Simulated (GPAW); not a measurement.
# P K-edge XANES of BP (F-43m)

Aim: the dependence of the P K near-edge features of BP (F-43m) on volume.

Calculated with GPAW 26.7.0; X-ray absorption from dipole matrix elements to empty bands, plane-wave PAW LDA.

This is a report of a sequence of runs, with most program output left out.

### 1. Set-up

The structure is cubic, space group F-43m (No. 216). The conventional cell has a = 4.538 Å, b = 4.538 Å, c = 4.538 Å, α = 90.00°, β = 90.00°, γ = 90.00°. Nearest to P lie 4 B at 1.97 Å. B has 4 P at 1.97 Å nearest. Farther neighbours are not listed.

Coordinates:

```cif
data_structure
_symmetry_space_group_name_H-M 'P 1'
_symmetry_Int_Tables_number 1
_cell_length_a 3.2089
_cell_length_b 3.2089
_cell_length_c 3.2089
_cell_angle_alpha 60.000
_cell_angle_beta 60.000
_cell_angle_gamma 60.000
_cell_volume 23.36
loop_
_atom_site_label
_atom_site_type_symbol
_atom_site_fract_x
_atom_site_fract_y
_atom_site_fract_z
_atom_site_occupancy
P1 P 0.75000 0.75000 0.75000 1
B2 B 0.00000 0.00000 0.00000 1
```

### 2. The field without a hole

The ground state comes first: it tells whether the system has a gap, which decides how the excited electron is treated.

File scf.py:

```python
import numpy as np
from ase import Atoms
from ase.parallel import parprint, paropen
from gpaw import GPAW, PW, FermiDirac, Mixer, MixerDif, setup_paths
from gpaw.test import gen
setup_paths.insert(0, '.')
gen('P', name='nch1s', xcname='LDA', corehole=(1, 0, 0), write_xml=True)
from gpaw.mpi import world
world.barrier()

atoms = Atoms('PB',
    cell=[[0, 2.269, 2.269],
     [2.269, 0, 2.269],
     [2.269, 2.269, 0]],
    scaled_positions=[[0.75, 0.75, 0.75],
     [0, 0, 0]],
    pbc=True)
atoms.calc = calc = GPAW(legacy_gpaw=True, mode=PW(430, force_complex_dtype=True), xc='LDA', setups={0: 'nch1s'},
    kpts={'size': (9, 9, 9), 'gamma': True}, occupations=FermiDirac(0.05),
    charge=0, mixer=Mixer(0.1, 5, 50), maxiter=150,
    convergence={'density': 0.0001, 'eigenstates': 1e-6}, txt='scf.txt')
energy = atoms.get_potential_energy() + calc.get_reference_energy()
ef = calc.get_fermi_level()
out = dict(energy=energy, fermi=ef, forces=atoms.get_forces().tolist())
parprint(f'all-electron energy {energy:.4f} eV, Fermi level {ef:.4f} eV')
ev = np.array([[calc.get_eigenvalues(k, s) for k in range(len(calc.get_ibz_k_points()))] for s in range(calc.get_number_of_spins())])
out['homo'], out['lumo'], out['counts'] = ev[ev < ef].max(), ev[ev > ef].min(), sorted(set((ev < ef).sum((0, 2)).tolist()))
out['filled'] = (ev[:, 0] < ef).sum(1).tolist()
import json
with paropen('out.json', 'w') as f:
    json.dump(out, f)
```

Started as:

```sh
$ OMP_NUM_THREADS=1 mpirun -n 4 gpaw python scf.py
```

Wall time 3.2 s (4 MPI ranks of Arm Neoverse V1, shared host); peak memory 0.15 GiB.

The mesh shows a gap of 1.21 eV, so the hole is first treated in a charged cell, without the excited electron.

### 3. Reference energy of the supercell

The photon energy needs a difference of total energies, so the cell and mesh of the coming hole run are first run without a hole.

scf.py: that of step 2 with these lines changed.

```diff
@@ -10,11 +10,21 @@
 
-atoms = Atoms('PB',
-    cell=[[0, 2.269, 2.269],
-     [2.269, 0, 2.269],
-     [2.269, 2.269, 0]],
-    scaled_positions=[[0.75, 0.75, 0.75],
-     [0, 0, 0]],
+atoms = Atoms('P6B6',
+    cell=[[2.269, 4.538, 2.269],
+     [4.538, -2.269, -2.269],
+     [2.269, 2.269, -4.538]],
+    scaled_positions=[[0.125, 0.375, 0.625],
+     [0.625, 0.54166667, 0.79166667],
+     [0.125, 0.70833333, 0.95833333],
+     [0.625, 0.875, 0.125],
+     [0.125, 0.04166667, 0.29166667],
+     [0.625, 0.20833333, 0.45833333],
+     [0, 0, 0],
+     [0.5, 0.16666667, 0.16666667],
+     [0, 0.33333333, 0.33333333],
+     [0.5, 0.5, 0.5],
+     [0, 0.66666667, 0.66666667],
+     [0.5, 0.83333333, 0.83333333]],
     pbc=True)
 atoms.calc = calc = GPAW(legacy_gpaw=True, mode=PW(430, force_complex_dtype=True), xc='LDA', setups={0: 'nch1s'},
-    kpts={'size': (9, 9, 9), 'gamma': True}, occupations=FermiDirac(0.05),
+    kpts={'size': (3, 4, 4), 'gamma': True}, occupations=FermiDirac(0.02),
     charge=0, mixer=Mixer(0.1, 5, 50), maxiter=150,
```

The job ended after 18 s (4 MPI ranks; peak memory 0.22 GiB; 70 s of CPU time).

Reference energy: -59697.372 eV with the cores included.

### 4. Spectrum with FCH, P atom 1

The holes are 5.6 Å apart. In GPAW the data set carries the hole's charge, so charge=0 means a charged cell and charge=-1 a neutral one. The excited electron is left out and a uniform background balances the charge. After the field has converged, empty bands are computed with the density fixed and the dipole matrix elements are summed.

The absorber has 4 B at 1.97 Å (tetrahedral, site symmetry -43m).

File xas.py:

```python
import numpy as np
from ase import Atoms
from ase.parallel import parprint, paropen
from gpaw import GPAW, PW, FermiDirac, Mixer, MixerDif, setup_paths
from gpaw.test import gen
setup_paths.insert(0, '.')
gen('P', name='fch1s', xcname='LDA', corehole=(1, 0, 1), write_xml=True)
from gpaw.mpi import world
world.barrier()

atoms = Atoms('P6B6',
    cell=[[2.269, 4.538, 2.269],
     [4.538, -2.269, -2.269],
     [2.269, 2.269, -4.538]],
    scaled_positions=[[0.125, 0.375, 0.625],
     [0.625, 0.54166667, 0.79166667],
     [0.125, 0.70833333, 0.95833333],
     [0.625, 0.875, 0.125],
     [0.125, 0.04166667, 0.29166667],
     [0.625, 0.20833333, 0.45833333],
     [0, 0, 0],
     [0.5, 0.16666667, 0.16666667],
     [0, 0.33333333, 0.33333333],
     [0.5, 0.5, 0.5],
     [0, 0.66666667, 0.66666667],
     [0.5, 0.83333333, 0.83333333]],
    pbc=True)
atoms.calc = calc = GPAW(legacy_gpaw=True, mode=PW(430, force_complex_dtype=True), xc='LDA', setups={0: 'fch1s'},
    kpts={'size': (3, 4, 4), 'gamma': True}, occupations=FermiDirac(0.02),
    charge=0, mixer=Mixer(0.1, 5, 50), maxiter=150,
    convergence={'density': 0.0001, 'eigenstates': 1e-6}, txt='scf.txt')
energy = atoms.get_potential_energy() + calc.get_reference_energy()
ef = calc.get_fermi_level()
out = dict(energy=energy, fermi=ef, forces=atoms.get_forces().tolist())
parprint(f'all-electron energy {energy:.4f} eV, Fermi level {ef:.4f} eV')
ev = np.array([[calc.get_eigenvalues(k, s) for k in range(len(calc.get_ibz_k_points()))] for s in range(calc.get_number_of_spins())])
out['homo'], out['lumo'], out['counts'] = ev[ev < ef].max(), ev[ev > ef].min(), sorted(set((ev < ef).sum((0, 2)).tolist()))
out['filled'] = (ev[:, 0] < ef).sum(1).tolist()

from ase.units import Ha
from gpaw.xas import dipole_matrix_elements
nb = int(calc.get_number_of_electrons() / 2) + 86
top, nb = nb, nb + 8 + nb // 12
nscf = calc.fixed_density(kpts={'size': (5, 5, 5), 'gamma': True}, nbands=nb,
    convergence={'bands': top, 'eigenstates': 5e-3}, maxiter=60, txt='nscf.txt')
cell = atoms.cell.array
ops = [cell.T @ U.T @ np.linalg.inv(cell.T) for U in nscf.wfs.kd.symmetry.op_scc]
filled = [24]  # bands filled in the ground state, by spin
E = np.arange(-6, 34, 0.1)
fwhm = np.interp(E, [4, 25], [0.9, 3.5])
Y, X, zero, highest = 0, 0, 1e9, 1e9
for spin in range(nscf.get_number_of_spins()):
    wfs = nscf.wfs
    mine = wfs.bd.get_slice()  # this rank's bands
    A = dipole_matrix_elements(wfs.setups[0])
    eps = np.zeros((wfs.kd.nibzkpts, nb))
    d = np.zeros((3, A.shape[1], wfs.kd.nibzkpts, nb), complex)
    for kpt in wfs.kpt_u:
        if kpt.s == spin and 0 in kpt.P_ani:
            eps[kpt.k, mine] = kpt.eps_n * Ha
            d[:, :, kpt.k, mine] = (kpt.weight * wfs.nspins / 2) ** 0.5 * np.inner(A, kpt.P_ani[0])
    world.sum(eps)
    world.sum(d)
    T = np.einsum('amkn,bmkn->abkn', d, d.conj()).real
    T = sum(np.einsum('ai,ijkn,bj->abkn', R, T, R) for R in ops) / len(ops)
    empty = np.ones_like(eps, bool) & (np.arange(nb) >= filled[spin])
    zero, highest = min(zero, eps[empty].min()), min(highest, eps[:, top - 1].min())
    lines = [(eps, T, empty)] if spin == 0 else lines + [(eps, T, empty)]
for eps, T, empty in lines:
    f = np.einsum('aakn->akn', T).reshape(3, -1)
    x = eps.ravel() - zero
    w = np.interp(x, E, fwhm) / 2.35482
    g = np.exp(-0.5 * ((E[:, None] - x) / w) ** 2) / (w * (2 * np.pi) ** 0.5)
    Y = Y + (f * empty.ravel()) @ g.T
    X = X + (f * ~empty.ravel()) @ g.T
out.update(E=E.round(2).tolist(), xas=Y.tolist(), xes=X.tolist(), zero=zero, valid=highest - zero, nk=len(eps), nb=nb)
for i in range(0, len(E), 10):
    parprint(f'{E[i]:7.2f}', *(f'{v:10.3e}' for v in Y[:, i]))
import json
with paropen('out.json', 'w') as f:
    json.dump(out, f)
```

Started as:

```sh
$ OMP_NUM_THREADS=1 mpirun -n 4 gpaw python xas.py
```

Elapsed: 74 s, on 4 MPI ranks; peak memory 0.34 GiB.

The P K spectrum, P atom 1, full core hole (charged cell) (energy from the lowest empty level; intensity scaled to a mean of 1 over the first 20 eV):

```csv
E (eV),intensity
-2.00,0.00
-1.25,0.00
-0.50,0.01
0.25,0.17
1.00,0.61
1.75,1.20
2.50,1.58
3.25,1.89
4.00,1.80
4.75,1.25
5.50,1.05
6.25,1.03
7.00,1.03
7.75,0.95
8.50,0.85
9.25,0.72
10.00,0.61
10.75,0.57
11.50,0.59
12.25,0.68
13.00,0.78
13.75,0.99
14.50,1.39
15.25,1.77
16.00,1.71
16.75,1.22
17.50,0.75
18.25,0.53
19.00,0.48
19.75,0.47
20.50,0.47
21.25,0.46
22.00,0.46
22.75,0.46
23.50,0.47
24.25,0.47
25.00,0.48
25.75,0.49
26.50,0.50
```

Main maxima below 24 eV (height): 3.6 eV (1.99) and 15.5 eV (1.82). A K edge sees empty p states on the absorber.

The hole costs E(hole) − E(ground) = 2138.96 eV, and the lowest empty level of the hole cell on the spectrum's mesh lies at 9.11 eV, which puts the zero at 2148.07 eV. One term is added: -15.84 eV, since the hole is spin-paired here and a spin-polarised one costs that much less in the free atom (computed apart). The photon energy is then 2132.23 eV. The functional and the charged cell's background leave an error in such absolute values: in the free atom LDA prices this hole 8.5 eV below PBE (computed apart), and PBE is itself good to a few eV.

### 5. Reference energy of the supercell

The cell changes for the next run, so it gets a reference energy of its own.

The cell differs from the one that the last finished run ended in (a 5.558 → 5.444 Å, b 5.558 → 5.444 Å, c 5.558 → 5.444 Å).

scf.py: that of step 3 with these lines changed.

```diff
@@ -11,5 +11,5 @@
 atoms = Atoms('P6B6',
-    cell=[[2.269, 4.538, 2.269],
-     [4.538, -2.269, -2.269],
-     [2.269, 2.269, -4.538]],
+    cell=[[2.22268088, 4.44536176, 2.22268088],
+     [4.44536176, -2.22268088, -2.22268088],
+     [2.22268088, 2.22268088, -4.44536176]],
     scaled_positions=[[0.125, 0.375, 0.625],
```

Started as:

```sh
$ OMP_NUM_THREADS=1 mpirun -n 4 gpaw python scf.py
```

The job ended after 14 s (4 MPI ranks; peak memory 0.22 GiB; 57 s of CPU time).

Reference energy: -59697.351 eV with the cores included.

### 6. Spectrum with FCH, P atom 1

Shorter bonds are expected to push antibonding states and scattering resonances up, and longer ones down; the cell is scaled to test that.

Changed against the first core-hole run: volume scale from 1 to 0.94.

xas.py: that of step 4 with these lines changed.

```diff
@@ -11,5 +11,5 @@
 atoms = Atoms('P6B6',
-    cell=[[2.269, 4.538, 2.269],
-     [4.538, -2.269, -2.269],
-     [2.269, 2.269, -4.538]],
+    cell=[[2.22268088, 4.44536176, 2.22268088],
+     [4.44536176, -2.22268088, -2.22268088],
+     [2.22268088, 2.22268088, -4.44536176]],
     scaled_positions=[[0.125, 0.375, 0.625],
@@ -41,3 +41,3 @@
 from gpaw.xas import dipole_matrix_elements
-nb = int(calc.get_number_of_electrons() / 2) + 86
+nb = int(calc.get_number_of_electrons() / 2) + 81
 top, nb = nb, nb + 8 + nb // 12
```

Started as:

```sh
$ OMP_NUM_THREADS=1 mpirun -n 4 gpaw python xas.py
```

It took 69 s on 4 MPI ranks; peak memory 0.33 GiB; 4.6 min of CPU time.

```csv
E (eV),first run,this run
-2.0,0.00,0.00
-1.0,0.00,0.00
0.0,0.08,0.06
1.0,0.61,0.51
2.0,1.35,1.18
3.0,1.75,1.54
4.0,1.80,1.89
5.0,1.13,1.16
6.0,1.04,0.98
7.0,1.03,0.98
8.0,0.92,0.94
9.0,0.76,0.84
10.0,0.61,0.68
11.0,0.56,0.58
12.0,0.65,0.55
13.0,0.78,0.62
14.0,1.10,0.74
15.0,1.68,1.15
16.0,1.71,1.78
17.0,1.04,1.78
18.0,0.58,1.11
19.0,0.48,0.63
20.0,0.47,0.50
21.0,0.46,0.49
22.0,0.46,0.48
23.0,0.46,0.48
24.0,0.47,0.47
25.0,0.48,0.47
26.0,0.49,0.47
```

Against the first run the r.m.s. difference is 24 %. A shift of +0.6 eV leaves 15 %. The highest intensity below 16 eV goes from 3.6 eV (1.99) to 3.8 eV (1.92).

The photon energy of the zero moves by -0.07 eV.

### 7. Reference energy of the supercell

The cell differs from the one that the last finished run ended in (a 5.444 → 5.502 Å, b 5.444 → 5.502 Å, c 5.444 → 5.502 Å).

scf.py: that of step 5 with these lines changed.

```diff
@@ -11,5 +11,5 @@
 atoms = Atoms('P6B6',
-    cell=[[2.22268088, 4.44536176, 2.22268088],
-     [4.44536176, -2.22268088, -2.22268088],
-     [2.22268088, 2.22268088, -4.44536176]],
+    cell=[[2.24607924, 4.49215848, 2.24607924],
+     [4.49215848, -2.24607924, -2.24607924],
+     [2.24607924, 2.24607924, -4.49215848]],
     scaled_positions=[[0.125, 0.375, 0.625],
```

Started as:

```sh
$ OMP_NUM_THREADS=1 mpirun -n 4 gpaw python scf.py
```

Run time: 17 s. Hardware: 4 MPI ranks; peak memory 0.22 GiB.

Reference energy: -59697.434 eV with the cores included.

### 8. Spectrum with FCH, P atom 1

Changed against the first core-hole run: volume scale from 1 to 0.97.

xas.py: that of step 6 with these lines changed.

```diff
@@ -11,5 +11,5 @@
 atoms = Atoms('P6B6',
-    cell=[[2.22268088, 4.44536176, 2.22268088],
-     [4.44536176, -2.22268088, -2.22268088],
-     [2.22268088, 2.22268088, -4.44536176]],
+    cell=[[2.24607924, 4.49215848, 2.24607924],
+     [4.49215848, -2.24607924, -2.24607924],
+     [2.24607924, 2.24607924, -4.49215848]],
     scaled_positions=[[0.125, 0.375, 0.625],
@@ -41,3 +41,3 @@
 from gpaw.xas import dipole_matrix_elements
-nb = int(calc.get_number_of_electrons() / 2) + 81
+nb = int(calc.get_number_of_electrons() / 2) + 84
 top, nb = nb, nb + 8 + nb // 12
```

Started as:

```sh
$ OMP_NUM_THREADS=1 mpirun -n 4 gpaw python xas.py
```

Elapsed: 71 s, on 4 MPI ranks; peak memory 0.33 GiB.

```csv
E (eV),first run,this run
-2.0,0.00,0.00
-1.0,0.00,0.00
0.0,0.08,0.07
1.0,0.61,0.56
2.0,1.35,1.26
3.0,1.75,1.63
4.0,1.80,1.85
5.0,1.13,1.13
6.0,1.04,1.01
7.0,1.03,1.01
8.0,0.92,0.93
9.0,0.76,0.81
10.0,0.61,0.65
11.0,0.56,0.56
12.0,0.65,0.59
13.0,0.78,0.69
14.0,1.10,0.89
15.0,1.68,1.44
16.0,1.71,1.86
17.0,1.04,1.42
18.0,0.58,0.77
19.0,0.48,0.52
20.0,0.47,0.48
21.0,0.46,0.47
22.0,0.46,0.47
23.0,0.46,0.47
24.0,0.47,0.46
25.0,0.48,0.47
26.0,0.49,0.48
```

Against the first run the r.m.s. difference is 12 %. The highest intensity below 16 eV goes from 3.6 eV (1.99) to 3.7 eV (1.96).

The photon energy of the zero moves by -0.04 eV.

### 9. Supercell without a hole, the energy reference

The cell differs from the one that the last finished run ended in (a 5.502 → 5.613 Å, b 5.502 → 5.613 Å, c 5.502 → 5.613 Å).

scf.py: that of step 7 with these lines changed.

```diff
@@ -11,5 +11,5 @@
 atoms = Atoms('P6B6',
-    cell=[[2.24607924, 4.49215848, 2.24607924],
-     [4.49215848, -2.24607924, -2.24607924],
-     [2.24607924, 2.24607924, -4.49215848]],
+    cell=[[2.29146681, 4.58293362, 2.29146681],
+     [4.58293362, -2.29146681, -2.29146681],
+     [2.29146681, 2.29146681, -4.58293362]],
     scaled_positions=[[0.125, 0.375, 0.625],
```

Started as:

```sh
$ OMP_NUM_THREADS=1 mpirun -n 4 gpaw python scf.py
```

Elapsed: 17 s, on 4 MPI ranks; peak memory 0.23 GiB; 67 s of CPU time.

Reference energy: -59697.186 eV with the cores included.

### 10. Spectrum with FCH, P atom 1

Changed against the first core-hole run: volume scale from 1 to 1.03.

xas.py: that of step 8 with these lines changed.

```diff
@@ -11,5 +11,5 @@
 atoms = Atoms('P6B6',
-    cell=[[2.24607924, 4.49215848, 2.24607924],
-     [4.49215848, -2.24607924, -2.24607924],
-     [2.24607924, 2.24607924, -4.49215848]],
+    cell=[[2.29146681, 4.58293362, 2.29146681],
+     [4.58293362, -2.29146681, -2.29146681],
+     [2.29146681, 2.29146681, -4.58293362]],
     scaled_positions=[[0.125, 0.375, 0.625],
@@ -41,3 +41,3 @@
 from gpaw.xas import dipole_matrix_elements
-nb = int(calc.get_number_of_electrons() / 2) + 84
+nb = int(calc.get_number_of_electrons() / 2) + 89
 top, nb = nb, nb + 8 + nb // 12
```

Started as:

```sh
$ OMP_NUM_THREADS=1 mpirun -n 4 gpaw python xas.py
```

It took 76 s on 4 MPI ranks; peak memory 0.34 GiB.

```csv
E (eV),first run,this run
-2.0,0.00,0.00
-1.0,0.00,0.00
0.0,0.08,0.08
1.0,0.61,0.68
2.0,1.35,1.45
3.0,1.75,1.87
4.0,1.80,1.77
5.0,1.13,1.13
6.0,1.04,1.06
7.0,1.03,1.03
8.0,0.92,0.90
9.0,0.76,0.71
10.0,0.61,0.59
11.0,0.56,0.59
12.0,0.65,0.72
13.0,0.78,0.90
14.0,1.10,1.33
15.0,1.68,1.77
16.0,1.71,1.40
17.0,1.04,0.74
18.0,0.58,0.50
19.0,0.48,0.47
20.0,0.47,0.46
21.0,0.46,0.46
22.0,0.46,0.46
23.0,0.46,0.47
24.0,0.47,0.48
25.0,0.48,0.49
26.0,0.49,0.51
```

Against the first run the r.m.s. difference is 11 %. The highest intensity below 16 eV goes from 3.6 eV (1.99) to 3.4 eV (2.03).

The photon energy of the zero moves by +0.03 eV.

### 11. Reference energy of the supercell

The cell differs from the one that the last finished run ended in (a 5.613 → 5.667 Å, b 5.613 → 5.667 Å, c 5.613 → 5.667 Å).

scf.py: that of step 9 with these lines changed.

```diff
@@ -11,5 +11,5 @@
 atoms = Atoms('P6B6',
-    cell=[[2.29146681, 4.58293362, 2.29146681],
-     [4.58293362, -2.29146681, -2.29146681],
-     [2.29146681, 2.29146681, -4.58293362]],
+    cell=[[2.31350149, 4.62700299, 2.31350149],
+     [4.62700299, -2.31350149, -2.31350149],
+     [2.31350149, 2.31350149, -4.62700299]],
     scaled_positions=[[0.125, 0.375, 0.625],
```

Started as:

```sh
$ OMP_NUM_THREADS=1 mpirun -n 4 gpaw python scf.py
```

Run time: 17 s. Hardware: 4 MPI ranks; peak memory 0.23 GiB; 69 s of CPU time.

Reference energy: -59696.894 eV with the cores included.

[end of part 1 of 2]

[Logs are printed without paths, hosts, clocks, repeated set-up lines and the standing remarks that a program may print on its own settings, such as how far it seeks lower states.]

[Hosts, paths, dates, database ids (printed as entryN), source tags and the programs' standing remarks are cut or masked in the printed files.]

[Lists of maxima count a maximum above −3 eV only where it reaches 4 % of the highest in the window and stands out from its surroundings by 2 % of it (1.5 % where it reaches 55 %); shoulders and weaker maxima are passed over, and of the rest the first, up to two pre-edge ones and the few strongest are named.]
